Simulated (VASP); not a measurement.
# Si (P1) in VASP: notebook

Runs on Si. Level: PBE. Tasks: single point.

Everything below comes from runs of VASP 6.6.1. Logs are shortened: lines on timing, memory, paths and dates and some standing lists are left out, and cuts for length are marked.

## (1) Starting point

The typed cell holds 16 atoms: a = 7.679 Å, b = 7.679 Å, c = 7.679 Å, α = 60.00°, β = 60.00°, γ = 60.00°.

The cell was built by a generator and needn't be a form met in nature.

## (2) Single point, PBE

INCAR

```
ALGO     = Fast           # electronic algorithm
EDIFF    = 1E-6           # SCF threshold, eV
ENCUT    = 520            # plane-wave cutoff, eV
GGA      = PE             # functional
ISIF     = 2              # what is computed and relaxed
ISMEAR   = -1             # smearing method
LASPH    = T              # aspherical terms in the spheres
LCHARG   = T              # write CHGCAR
LELF     = T              # ELF
LREAL    = Auto         
LVHAR    = T            
LWAVE    = F              # write WAVECAR
NBANDS   = 46             # bands
NELM     = 100            # most SCF steps
PREC     = Accurate       # precision mode
SIGMA    = 0.3            # smearing width, eV
```

KPOINTS

```
k-points
0
Gamma
  2 2 2
```

POSCAR

```
Si
1.0
    0.0000000000      5.4300000000      5.4300000000
    5.4300000000      0.0000000000      5.4300000000
    5.4300000000      5.4300000000      0.0000000000
Si
16
Direct
    0.0311049724     -0.0496500921      0.0284530387
    0.1070257827      0.0601565378      0.2201933702
   -0.0500276243      0.0176519337      0.6332504604
    0.0634898711      0.1828453039      0.6963996317
   -0.0083609576      0.4530755064      0.0700552486
    0.2038950276      0.5785911602      0.1266390424
   -0.0234162063      0.5481123389      0.4607826888
    0.0789594843      0.6618876611      0.7338581952
    0.4446040516      0.0351381215     -0.0429281768
    0.7082412523     -0.0370257827      0.0875782689
    0.5029834254      0.0449171271      0.4453591160
    0.6312799263      0.1581307551      0.6066022099
    0.6082872928      0.3983977901      0.0438858195
    0.6681952118      0.6797974217      0.0415837937
    0.3941436464      0.5489871087      0.4349171271
    0.6395764273      0.7189871087      0.4134069982
```

Potentials or basis: VASP PAW PBE potentials, release 64 (Si).

The run is started by

```sh
> cat potpaw_PBE.64/Si/POTCAR > POTCAR
> mpirun -np 1 vasp_std > vasp.out
```

OUTCAR:

```text
EDIFF = 1E-6
   ENCUT = 520
   GGA = PE
   ISIF = 2
   ISMEAR = -1
   LASPH = T
   LREAL = Auto
   NELM = 100
   PREC = Accurate

 ion  position               nearest neighbor table
   1  0.031  0.950  0.028-   4 2.24  10 2.25   6 2.35   2 2.41   3 3.14
   2  0.107  0.060  0.220-   9 2.34   1 2.41   5 2.47   3 2.67
   3  0.950  0.018  0.633-   4 2.18  12 2.20   8 2.23   2 2.67  10 2.94   1 3.14
   4  0.063  0.183  0.696-   3 2.18   1 2.24   7 2.42  11 2.86
   5  0.992  0.453  0.070-   8 2.21  14 2.26   2 2.47   6 2.54
   6  0.204  0.579  0.127-   7 2.24   1 2.35   5 2.54  13 2.56
   7  0.977  0.548  0.461-   6 2.24  16 2.37   4 2.42  15 3.12
   8  0.079  0.662  0.734-   5 2.21   3 2.23  15 2.49  14 2.83
   9  0.445  0.035  0.957-  12 2.27  14 2.34   2 2.34  10 2.40
  10  0.708  0.963  0.088-  16 2.24   1 2.25   9 2.40  14 2.55  11 2.61  13 2.91   3 2.94
  11  0.503  0.045  0.445-  16 2.27  12 2.53  10 2.61   4 2.86  13 2.98
  12  0.631  0.158  0.607-   3 2.20   9 2.27  11 2.53  15 2.65
  13  0.608  0.398  0.044-  14 2.41   6 2.56  10 2.91  11 2.98  15 3.11
  14  0.668  0.680  0.042-   5 2.26   9 2.34  13 2.41  10 2.55  15 2.70   8 2.83  16 2.91
  15  0.394  0.549  0.435-   8 2.49  12 2.65  16 2.69  14 2.70  13 3.11   7 3.12
  16  0.640  0.719  0.413-  10 2.24  11 2.27   7 2.37  15 2.69  14 2.91

  LATTYP: Found a face centered cubic cell.
 ALAT       =    10.8600000000

  Lattice vectors:

 A1 = (   0.0000000000,   5.4300000000,   5.4300000000)
 A2 = (   5.4300000000,   0.0000000000,   5.4300000000)
 A3 = (   5.4300000000,   5.4300000000,   0.0000000000)

Analysis of symmetry for initial positions (statically):
=====================================================================
 Subroutine PRICEL returns:
 Original cell was already a primitive cell.

 Routine SETGRP: Setting up the symmetry group for a
 face centered cubic supercell.

 Subroutine GETGRP returns: Found  1 space group operations
 (whereof  1 operations were pure point group operations)
 out of a pool of 48 trial point group operations.

The static configuration has the point symmetry C_1 .

Analysis of symmetry for dynamics (positions and initial velocities):
=====================================================================
 Subroutine PRICEL returns:
 Original cell was already a primitive cell.

 Routine SETGRP: Setting up the symmetry group for a
 face centered cubic supercell.

 Subroutine GETGRP returns: Found  1 space group operations
 (whereof  1 operations were pure point group operations)
 out of a pool of 48 trial point group operations.

The dynamic configuration has the point symmetry C_1 .

 Subroutine INISYM returns: Found  1 space group operations
 (whereof  1 operations are pure point group operations),
 and found     1 'primitive' translations

----------------------------------------------------------------------------------------

                                     Primitive cell

  volume of cell :     320.2060

  direct lattice vectors                    reciprocal lattice vectors
     0.000000000  5.430000000  5.430000000    -0.092081031  0.092081031  0.092081031
     5.430000000  0.000000000  5.430000000     0.092081031 -0.092081031  0.092081031
     5.430000000  5.430000000  0.000000000     0.092081031  0.092081031 -0.092081031

  length of vectors
     7.679179644  7.679179644  7.679179644     0.159489025  0.159489025  0.159489025

  position of ions in fractional coordinates (direct lattice)
     0.031104972  0.950349908  0.028453039
     0.107025783  0.060156538  0.220193370
     0.949972376  0.017651934  0.633250460
     0.063489871  0.182845304  0.696399632
     0.991639042  0.453075506  0.070055249
     0.203895028  0.578591160  0.126639042
[... 8 lines left out ...]
     0.394143646  0.548987109  0.434917127
     0.639576427  0.718987109  0.413406998

  ion indices of the primitive-cell ions
   primitive index   ion index
                 1           1
                 2           2
                 3           3
                 4           4
                 5           5
                 6           6
[... 8 lines left out ...]
                15          15
                16          16

----------------------------------------------------------------------------------------

 KPOINTS: k-points

Automatic generation of k-mesh.
 Grid dimensions read from file:
 generate k-points for:    2    2    2

 Generating k-lattice:

  Cartesian coordinates                     Fractional coordinates (reciprocal lattice)
    -0.046040516  0.046040516  0.046040516     0.500000000  0.000000000  0.000000000
     0.046040516 -0.046040516  0.046040516     0.000000000  0.500000000  0.000000000
     0.046040516  0.046040516 -0.046040516     0.000000000  0.000000000  0.500000000

  Length of vectors
     0.079744512  0.079744512  0.079744512

  Shift w.r.t. Gamma in fractional coordinates (k-lattice)
     0.000000000  0.000000000  0.000000000

 Subroutine IBZKPT returns following result:
 ===========================================

 Found      8 irreducible k-points:

 Following reciprocal coordinates:
            Coordinates               Weight
  0.000000  0.000000  0.000000      1.000000
  0.500000  0.000000  0.000000      1.000000
  0.000000  0.500000  0.000000      1.000000
  0.000000  0.000000  0.500000      1.000000
  0.500000  0.500000  0.500000      1.000000
  0.500000  0.500000  0.000000      1.000000
  0.000000  0.500000  0.500000      1.000000
  0.500000  0.000000  0.500000      1.000000
   k-points           NKPTS =      8   k-points in BZ     NKDIM =      8   number of bands    NBANDS=     46
   number of dos      NEDOS =    301   number of ions     NIONS =     16
   total plane-waves  NPLWV = 216000
   dimension x,y,z NGX =    60 NGY =   60 NGZ =   60
   dimension x,y,z NGXF=   120 NGYF=  120 NGZF=  120
   ions per type =              16
   NGX,Y,Z   is equivalent  to a cutoff of  12.99, 12.99, 12.99 a.u.
   NGXF,Y,Z  is equivalent  to a cutoff of  25.98, 25.98, 25.98 a.u.
 SYSTEM =  unknown system
   PREC   = accura    normal or accurate (medium, high low for compatibility)
   ISTART =      0    job   : 0-new  1-cont  2-samecut
   ICHARG =      2    charge: 1-file 2-atom 10-const
   ISPIN  =      1    spin polarized calculation?
   LNONCOLLINEAR =      F non collinear calculations
   LSORBIT =      F    spin-orbit coupling
   LASPH  =      T    aspherical Exc in radial PAW
   ENCUT  =  520.0 eV  38.22 Ry    6.18 a.u.  14.28 14.28 14.28*2*pi/ulx,y,z
   NELM   =    100;   NELMIN=  2; NELMDL= -5     # of ELM steps
   EDIFF  = 0.1E-05   stopping-criterion for ELM
   LREAL  =      T    real-space projection
   EDIFFG = 0.1E-04   stopping-criterion for IOM
   NSW    =      0    number of steps for IOM
   IBRION =     -1    ionic relax: 0-MD 1-quasi-New 2-CG
   NFREE  =      0    steps in history (QN), initial steepest desc. (CG)
   ISIF   =      2    stress and relaxation
   ISYM   =      2    0-nonsym 1-usesym 2-fastsym
   POTIM  = 0.5000    time-step for ionic-motion
   TEBEG  =    0.0;   TEEND  =   0.0 temperature during run
   PSTRESS=    0.0 pullay stress
   NELECT =      64.0000    total number of electrons
   NUPDOWN=      -1.0000    fix difference up-down
   EMIN   =  10.00;   EMAX   =-10.00  energy-range for DOS
   EFERMI =   0.00;   METHOD = LEGACY
   ISMEAR =    -1;   SIGMA  =   0.30  broadening in eV -4-tet -1-fermi 0-gaus
   EFERMI_NEDOS =   21; number of points for ismear=-14 and -15
   IALGO  =     68    algorithm
   IMIX   =      4    mixing-type and parameters
     AMIX     =   0.40;   BMIX     =  1.00
     AMIX_MAG =   1.60;   BMIX_MAG =  1.00
  volume/ion in A,a.u.               =      20.01       135.05
  Fermi-wavevector in a.u.,A,eV,Ry     =   0.957176  1.808800 12.465458  0.916185
  Thomas-Fermi vector in A             =   2.086170
   LORBIT       =      0    0 simple, 1 ext, 2 COOP (PROOUT), +10 PAW based schemes
   GGA     = PE    functional components
   LHFCALC =     F    Hartree Fock is set to
   AEXX    =    0.0000 exact exchange contribution
   IVDW    =     0    specifies the selected vdW correction
   LEPSILON=     F    determine dielectric tensor
   LRPA    =     F    only Hartree local field effects (RPA)
 non-spin polarized calculation
 RMM-DIIS sequential band-by-band and
  energy-cutoff  :      520.00
  volume of cell :      320.21
 maximum number of plane-waves:      8646
 NGX is ok and might be reduce to    60
   NGX = 29   NGY = 29   NGZ = 29

 number of electron      64.0000000 magnetization

 Free energy of the ion-electron system (eV)
  ---------------------------------------------------
  ext. energy  EPLUGINS =         0.00000000
  ---------------------------------------------------
  free energy    TOTEN  =       -77.83004294 eV

  energy without entropy =      -75.88076322  energy(sigma->0) =      -76.85540308

 E-fermi :   5.9479     XC(G=0):  -9.5207

 val. band max:        5.9085283177   @ k =   0.0000   0.5000   0.0000
 cond. band min:       5.9840826368   @ k =   0.0000   0.5000   0.5000
 fundamental gap:      0.0755543191
 Fermi energy:         5.9479400438

 k-point     1 :       0.0000    0.0000    0.0000
  band No.  band energies     occupation
      1      -6.6793      2.00000
      2      -4.3344      2.00000
      3      -4.2953      2.00000
      4      -4.0920      2.00000
      5      -3.3639      2.00000
      6      -3.1775      2.00000
[... 36 lines left out ...]
     43       8.0807      0.00163
     44       8.1633      0.00124

 k-point     2 :       0.5000    0.0000    0.0000
  band No.  band energies     occupation
      1      -6.3085      2.00000
      2      -5.3034      2.00000
      3      -4.3956      2.00000
      4      -4.1114      2.00000
      5      -3.4851      2.00000
      6      -3.1888      2.00000
[... 274 lines left out ...]
 k-point     8 :       0.5000    0.0000    0.5000
  band No.  band energies     occupation
      1      -6.1729      2.00000
      2      -5.1301      2.00000
      3      -4.6721      2.00000
      4      -4.3620      2.00000
      5      -4.2452      2.00000
      6      -3.2451      2.00000
[... 36 lines left out ...]
     43       9.2342      0.00003
     44       9.4462      0.00002
 [bands above 44 left out]

------------------------ aborting loop because EDIFF is reached ----------------------------------------

  FORCE on cell =-STRESS in cart. coord.  units (eV):
  Direction    XX          YY          ZZ          XY          YZ          ZX
  --------------------------------------------------------------------------------------
  -------------------------------------------------------------------------------------
  Total        1.1075557      3.2907311      6.4859392      0.0211329     -2.7723068     -1.3387800
  in kB        5.5417469     16.4654459     32.4529343      0.1057403    -13.8714668     -6.6986969
  external PRESSURE =      18.1533757 kB  Pullay stress =       0.0000000 kB

 VOLUME and BASIS-vectors are now :
 -----------------------------------------------------------------------------
  energy-cutoff  :      520.00
  volume of cell :      320.21
      direct lattice vectors                 reciprocal lattice vectors
     0.000000000  5.430000000  5.430000000    -0.092081031  0.092081031  0.092081031
     5.430000000  0.000000000  5.430000000     0.092081031 -0.092081031  0.092081031
     5.430000000  5.430000000  0.000000000     0.092081031  0.092081031 -0.092081031

 POSITION                                       TOTAL-FORCE (eV/Angst)
 -----------------------------------------------------------------------------------
      5.31490      0.32340      5.32930         0.539610      1.706258      0.492636
      1.52230      1.77680      0.90780         0.496444     -0.320330     -0.059561
      3.53440      8.59690      5.25420        -1.713820     -0.643974      0.218951
      4.77430      4.12620      1.33760        -0.202752     -0.197988      2.975687
      2.84060      5.76500      7.84480        -0.094099      2.122814     -0.289338
      3.82940      1.79480      4.24890        -1.516463     -0.079025      0.591040
[... 8 lines left out ...]
      5.34260      4.50180      5.12120        -0.084951      1.019425      0.711721
      6.14890      5.71770      7.37700        -0.528154      0.771512     -2.132139
 -----------------------------------------------------------------------------------
    total drift:                               -0.002623      0.004088     -0.006050

  FREE ENERGIE OF THE ION-ELECTRON SYSTEM (eV)
  ---------------------------------------------------
  free  energy   TOTEN  =       -77.8300429354 eV

  energy  without entropy=      -75.8807632230  energy(sigma->0) =      -76.85540308
```

Wall time 2.2 min (1 thread of Intel Xeon 6975P-C (Granite Rapids), shared host); peak memory 0.45 GiB.

Results:

```yaml
Free_energy: -77.8300 eV
Pressure: 1.8 GPa
Largest_force: 3.381 eV/Å
Band_gap_on_the_k_mesh: none (metal or under the smearing width)
```

Forces in eV/Å, atoms in the order of the input:
```
Si   0.540  1.706  0.493
Si   0.496 -0.320 -0.060
Si  -1.714 -0.644  0.219
Si  -0.203 -0.198  2.976
Si  -0.094  2.123 -0.289
Si  -1.516 -0.079  0.591
Si   1.254  1.142 -0.743
Si  -2.135 -0.619  0.141
Si   0.524  0.588 -0.171
Si   0.788 -1.557  0.575
Si   1.963 -0.321  0.741
Si   0.176 -3.325 -0.582
Si   0.328 -0.138 -1.227
Si   0.206 -0.146 -1.243
Si  -0.085  1.019  0.712
Si  -0.528  0.772 -2.132
```

Caveat: the k mesh is coarse (spacing up to 0.50 Å⁻¹), so the values aren't converged; forces of over 1 eV/Å show positions far from the minimum, so gaps and moduli don't describe the material at rest.

## (3) Single point, PBE

INCAR

```
  PREC = Accurate
  ENCUT = 520
  EDIFF = 1E-7
  ISMEAR = -1
  SIGMA = 0.3
  LREAL = Auto
  LASPH = True
  NELM = 100
  ALGO = Fast
  ISIF = 2
  LWAVE = False
  LCHARG = True
  GGA = PE
  LELF = True
  LVHAR = True
  NBANDS = 46
```

KPOINTS

```
Automatic mesh
0
Gamma
  2 2 2
```

POSCAR

```
Si
1.0
    0.0000000000      5.4300000000      5.4300000000
    5.4300000000      0.0000000000      5.4300000000
    5.4300000000      5.4300000000      0.0000000000
Si
16
Direct
    0.0573664825     -0.1018600368      0.1039594843
    0.1105432781      0.0102670350      0.2974861878
   -0.0087753223      0.0355340700      0.5924769797
    0.0941896869      0.2609852670      0.6756261510
    0.0058931860      0.3942357274      0.1824493554
    0.3122836096      0.4955248619      0.1452117864
   -0.0527808471      0.6575138122      0.4803130755
    0.0323296501      0.5994935543      0.7385174954
    0.3899539595      0.0519429098     -0.0275414365
    0.7213720074      0.0425874770     -0.0330294659
    0.4289594843      0.1618324125      0.4203775322
    0.5605248619      0.2333425414      0.5891804788
    0.7194567219      0.2347421731      0.1074309392
    0.6547513812      0.6482688766     -0.0168139963
    0.3407550645      0.6245303867      0.3626335175
    0.6331952118      0.6511141805      0.3816850829
```

Potentials or basis: VASP PAW PBE potentials, release 64 (Si).

The run is started by

```sh
> cat potpaw_PBE.64/Si/POTCAR > POTCAR
> mpirun -np 1 vasp_std > vasp.out
```

Run time: 2.5 min. Hardware: 1 thread of Intel Xeon 6975P-C (Granite Rapids), shared host; peak memory 0.45 GiB.

The run converged. Its results:

```yaml
Free_energy: -75.9806 eV
Pressure: -1.2 GPa
Largest_force: 5.397 eV/Å
Band_gap_on_the_k_mesh: none (metal or under the smearing width)
```

Forces on the atoms (eV/Å):
```
Si  -0.570 -1.093 -0.502
Si  -3.012 -1.656  1.185
Si   4.718  2.002 -1.692
Si   0.255 -0.164 -0.751
Si   0.720 -0.607  0.405
Si   0.446 -0.467  0.018
Si  -1.615 -2.432 -0.826
Si   1.481  2.167  0.344
Si  -1.147  0.212  0.812
Si  -1.578 -0.143 -1.107
Si  -0.607  0.210 -0.242
Si   0.406  0.424  0.606
Si   1.128  0.274  1.717
Si   0.615  0.218 -0.729
Si  -0.206  0.795  0.156
Si  -1.033  0.260  0.605
```

Stress tensor (GPa, compression positive):
```
 1.15  3.89 -1.47
 3.89 -1.22  0.39
-1.47  0.39 -3.66
```

Levels at points of the mesh, in eV from the Fermi level:
| k point | band 28 | band 29 | band 30 | band 31 | band 32 | band 33 | band 34 | band 35 | band 36 | band 37 |
| --- | --- | --- | --- | --- | --- | --- | --- | --- | --- | --- |
| (0.00, 0.00, 0.00) | -0.73 | -0.57 | -0.40 | -0.19 | 0.04 | 0.26 | 0.31 | 0.57 | 0.78 | 0.86 |
| (0.50, 0.00, 0.00) | -1.08 | -0.96 | -0.87 | -0.50 | 0.06 | 0.13 | 0.60 | 0.89 | 1.06 | 1.62 |
| (0.00, 0.50, 0.00) | -1.36 | -1.21 | -0.66 | -0.54 | -0.50 | -0.09 | 0.42 | 1.00 | 1.14 | 1.38 |
| (0.00, 0.00, 0.50) | -1.19 | -0.95 | -0.63 | -0.54 | -0.11 | 0.10 | 0.53 | 0.67 | 0.87 | 1.15 |
| (0.50, 0.50, 0.50) | -1.22 | -0.92 | -0.77 | -0.60 | -0.28 | -0.17 | 0.44 | 0.63 | 0.74 | 1.12 |
| (0.50, 0.50, 0.00) | -1.23 | -0.89 | -0.51 | -0.30 | -0.12 | 0.17 | 0.63 | 0.87 | 1.22 | 1.48 |
| (0.00, 0.50, 0.50) | -1.15 | -0.79 | -0.64 | -0.34 | -0.10 | 0.16 | 0.35 | 0.74 | 0.98 | 1.26 |
| (0.50, 0.00, 0.50) | -1.17 | -0.91 | -0.57 | -0.51 | -0.25 | -0.05 | 0.29 | 0.75 | 1.11 | 1.23 |

Caveat: the k mesh is coarse (spacing up to 0.50 Å⁻¹), so the values aren't converged; forces of over 1 eV/Å show positions far from the minimum, so gaps and moduli don't describe the material at rest.
